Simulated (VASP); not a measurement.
# Si2Mo (I4/mmm) in VASP: notebook, part 2 of 2

VASP 6.6.1. The steps go on from the part before.

## 4. Single point, PBE

File INCAR:

```
ADDGRID = F ; ALGO = Normal
EDIFF = 1E-7 ; ENCUT = 550
GGA = PE ; ISIF = 2
ISMEAR = 1 ; LASPH = T
LCHARG = F ; LREAL = F
LWAVE = F ; NBANDS = 18
NELM = 100 ; PREC = Accurate
SIGMA = 0.1
```

File KPOINTS:

```
k-points
0
Gamma
  10 10 10
```

File POSCAR:

```
Si2Mo
1.0
   -1.6000000000      1.6000000000      3.9305000000
    1.6000000000     -1.6000000000      3.9305000000
    1.6000000000      1.6000000000     -3.9305000000
Mo Si
1 2
Direct
   -0.0128720000      0.0152880000      0.0344780000
    0.6968840000      0.6719970000      0.0123430000
    0.3571860000      0.3365870000      0.0211040000
```

Potentials or basis: VASP PAW PBE potentials, release 64 (Mo_sv, Si).

Launch:

```sh
$ cat potpaw_PBE.64/Mo_sv/POTCAR potpaw_PBE.64/Si/POTCAR > POTCAR
$ mpirun -np 1 vasp_std > vasp.out
```

OUTCAR:

```text
EDIFF = 1E-7
   ENCUT = 550
   GGA = PE
   ISIF = 2
   ISMEAR = 1
   LASPH = T
   LREAL = F
   NELM = 100
   PREC = Accurate

 Found    504 irreducible k-points:

 Following reciprocal coordinates:
            Coordinates               Weight
  0.000000  0.000000  0.000000      1.000000
  0.100000  0.000000 -0.000000      2.000000
  0.000000  0.100000 -0.000000      2.000000
  0.000000  0.100000 -0.100000      2.000000
  0.100000  0.000000 -0.100000      2.000000
  0.200000  0.000000 -0.000000      2.000000
   k-points           NKPTS =    504   k-points in BZ     NKDIM =    504   number of bands    NBANDS=     18
   number of dos      NEDOS =    301   number of ions     NIONS =      3
   total plane-waves  NPLWV =  46656
   dimension x,y,z NGX =    36 NGY =   36 NGZ =   36
   dimension x,y,z NGXF=    72 NGYF=   72 NGZF=   72
   ions per type =               1   2
   NGX,Y,Z   is equivalent  to a cutoff of  13.20, 13.20, 13.20 a.u.
   NGXF,Y,Z  is equivalent  to a cutoff of  26.39, 26.39, 26.39 a.u.
 SYSTEM =  unknown system
   PREC   = accura    normal or accurate (medium, high low for compatibility)
   ISTART =      0    job   : 0-new  1-cont  2-samecut
   ICHARG =      2    charge: 1-file 2-atom 10-const
   ISPIN  =      1    spin polarized calculation?
   LNONCOLLINEAR =      F non collinear calculations
   LSORBIT =      F    spin-orbit coupling
   LASPH  =      T    aspherical Exc in radial PAW
   ENCUT  =  550.0 eV  40.42 Ry    6.36 a.u.   8.67  8.67  8.67*2*pi/ulx,y,z
   NELM   =    100;   NELMIN=  2; NELMDL= -5     # of ELM steps
   EDIFF  = 0.1E-06   stopping-criterion for ELM
   LREAL  =      F    real-space projection
   EDIFFG = 0.1E-05   stopping-criterion for IOM
   NSW    =      0    number of steps for IOM
   IBRION =     -1    ionic relax: 0-MD 1-quasi-New 2-CG
   NFREE  =      0    steps in history (QN), initial steepest desc. (CG)
   ISIF   =      2    stress and relaxation
   ISYM   =      2    0-nonsym 1-usesym 2-fastsym
   POTIM  = 0.5000    time-step for ionic-motion
   TEBEG  =    0.0;   TEEND  =   0.0 temperature during run
   PSTRESS=    0.0 pullay stress
   NELECT =      22.0000    total number of electrons
   NUPDOWN=      -1.0000    fix difference up-down
   EMIN   =  10.00;   EMAX   =-10.00  energy-range for DOS
   EFERMI =   0.00;   METHOD = LEGACY
   ISMEAR =     1;   SIGMA  =   0.10  broadening in eV -4-tet -1-fermi 0-gaus
   EFERMI_NEDOS =   21; number of points for ismear=-14 and -15
   IALGO  =     38    algorithm
   IMIX   =      4    mixing-type and parameters
     AMIX     =   0.40;   BMIX     =  1.00
     AMIX_MAG =   1.60;   BMIX_MAG =  1.00
  volume/ion in A,a.u.               =      13.42        90.54
  Fermi-wavevector in a.u.,A,eV,Ry     =   1.338546  2.529484 24.377614  1.791704
  Thomas-Fermi vector in A             =   2.467007
   LORBIT       =      0    0 simple, 1 ext, 2 COOP (PROOUT), +10 PAW based schemes
   GGA     = PE    functional components
   LHFCALC =     F    Hartree Fock is set to
   AEXX    =    0.0000 exact exchange contribution
   IVDW    =     0    specifies the selected vdW correction
   LEPSILON=     F    determine dielectric tensor
   LRPA    =     F    only Hartree local field effects (RPA)
 non-spin polarized calculation
 Methfessel and Paxton  Order N= 1 SIGMA  =   0.10
  energy-cutoff  :      550.00
  volume of cell :       40.25
 maximum number of plane-waves:      1203
   NGX = 17   NGY = 17   NGZ = 17

 number of electron      22.0000000 magnetization

 Free energy of the ion-electron system (eV)
  ---------------------------------------------------
  ext. energy  EPLUGINS =         0.00000000
  ---------------------------------------------------
  free energy    TOTEN  =       -22.91258609 eV

  energy without entropy =      -22.91187733  energy(sigma->0) =      -22.91234984

 E-fermi :  12.2424     XC(G=0): -12.4133

 val. band max:       12.2416080117   @ k =  -0.1000  -0.2000   0.2000
 cond. band min:      12.2494481598   @ k =   0.5000   0.5000   0.5000
 fundamental gap:      0.0078401482
 Fermi energy:        12.2423968857

 k-point     1 :       0.0000    0.0000    0.0000
  band No.  band energies     occupation
      1     -48.4428      2.00000
      2     -22.6595      2.00000
      3     -22.5051      2.00000
      4     -22.4983      2.00000
      5      -1.2356      2.00000
      6       5.9956      2.00000
[... 10 lines left out ...]
     17      17.2920      0.00000
     18      17.4487      0.00000

 k-point     2 :       0.1000    0.0000   -0.0000
  band No.  band energies     occupation
      1     -48.4410      2.00000
      2     -22.6577      2.00000
      3     -22.5281      2.00000
      4     -22.4977      2.00000
      5      -1.0559      2.00000
      6       6.0028      2.00000
[... 10 lines left out ...]
     17      17.7231      0.00000
     18      18.2870      0.00000
[... 64 lines left out ...]
 k-point     6 :       0.2000    0.0000   -0.0000
  band No.  band energies     occupation
      1     -48.4364      2.00000
      2     -22.6535      2.00000
      3     -22.5919      2.00000
      4     -22.4920      2.00000
      5      -0.5304      2.00000
      6       5.8475      2.00000
[... 10 lines left out ...]
     17      18.7890      0.00000
     18      20.1209      0.00000

 [... further k-points ...]
[... 5 lines left out ...]
  --------------------------------------------------------------------------------------
  -------------------------------------------------------------------------------------
  Total        1.3118792      1.4650581      2.0757069     -0.2530951      0.2933416     -0.5766529
  in kB       52.2223796     58.3200225     82.6283089    -10.0750359     11.6771395    -22.9549992
  external PRESSURE =      64.3902370 kB  Pullay stress =       0.0000000 kB

 VOLUME and BASIS-vectors are now :
 -----------------------------------------------------------------------------
  energy-cutoff  :      550.00
  volume of cell :       40.25
      direct lattice vectors                 reciprocal lattice vectors
    -1.600000000  1.600000000  3.930500000     0.000000000  0.312500000  0.127210279
     1.600000000 -1.600000000  3.930500000     0.312500000  0.000000000  0.127210279
     1.600000000  1.600000000 -3.930500000     0.312500000  0.312500000  0.000000000

 POSITION                                       TOTAL-FORCE (eV/Angst)
 -----------------------------------------------------------------------------------
     -1.49978      1.61011      3.80448        -0.974382      0.542406      2.647731
     -0.02007      0.05957      5.33187         0.297884     -0.075408     -2.255007
      0.00081      0.06672      2.64393         0.676498     -0.466997     -0.392724
 -----------------------------------------------------------------------------------
    total drift:                               -0.000036     -0.000005     -0.000226

  FREE ENERGIE OF THE ION-ELECTRON SYSTEM (eV)
  ---------------------------------------------------
  free  energy   TOTEN  =       -22.9125860932 eV

  energy  without entropy=      -22.9118773335  energy(sigma->0) =      -22.91234984
```

stdout:

```text
POSCAR found type information on POSCAR MoSi
 POSCAR found :  2 types and       3 ions
 scaLAPACK will be used
 LDA part: xc-table for (Slater+PW92), standard interpolation
 POSCAR, INCAR and KPOINTS ok, starting setup
 FFT: planning ... GRIDC
 FFT: planning ... GRID_SOFT
 FFT: planning ... GRID
 WAVECAR not read
 entering main loop
```

It took 5.5 min on 1 thread of Intel Xeon Platinum 8375C at 2.90GHz (Ice Lake), shared host; peak memory 0.5 GiB.

The run converged, but some of its settings lie outside the range that counts as converged, so its numbers aren't taken as properties of the crystal.

What came out:

```
Free energy            : -22.9126 eV
Pressure               : 6.4 GPa
Largest force          : 2.873 eV/Å
Band gap on the k mesh : none (metal or under the smearing width)
```

## 5. Single point, PBE

INCAR is that of step 4.

File KPOINTS:

```
k-points
0
Gamma
  13 13 13
```

File POSCAR:

```
Si2Mo
1.0
   -1.6000000000      1.6000000000      3.9305000000
    1.6000000000     -1.6000000000      3.9305000000
    1.6000000000      1.6000000000     -3.9305000000
Mo Si
1 2
Direct
    0.0000000000      0.0000000000      0.0000000000
    0.6670000000      0.6670000000      0.0000000000
    0.3330000000      0.3330000000      0.0000000000
```

Launch:

```sh
$ cat potpaw_PBE.64/Mo_sv/POTCAR potpaw_PBE.64/Si/POTCAR > POTCAR
$ mpirun -np 1 vasp_std > vasp.out
```

Wall time 2.3 min (1 thread of Intel Xeon Platinum 8375C at 2.90GHz (Ice Lake), shared host); peak memory 0.3 GiB.

These settings aren't checked as converged: the numbers below hold their error.

What came out:

```yaml
Free_energy: -23.2523 eV
Pressure: 2.4 GPa
Largest_force: 0.277 eV/Å
Band_gap_on_the_k_mesh: none (metal or under the smearing width)
```

## 6. The reference run

An earlier run on the cell as given: functional PBEsol; potentials or basis VASP PAW PBE potentials, release 64 (Mo_sv, Si); cutoff 520 eV; k mesh 12 × 12 × 12; occupations fermi-dirac, width 0.05 eV; no spin polarisation.

* Pressure: -2.4 GPa
* Largest force: 0.322 eV/Å
* Band gap on the k mesh: none (metal or under the smearing width)
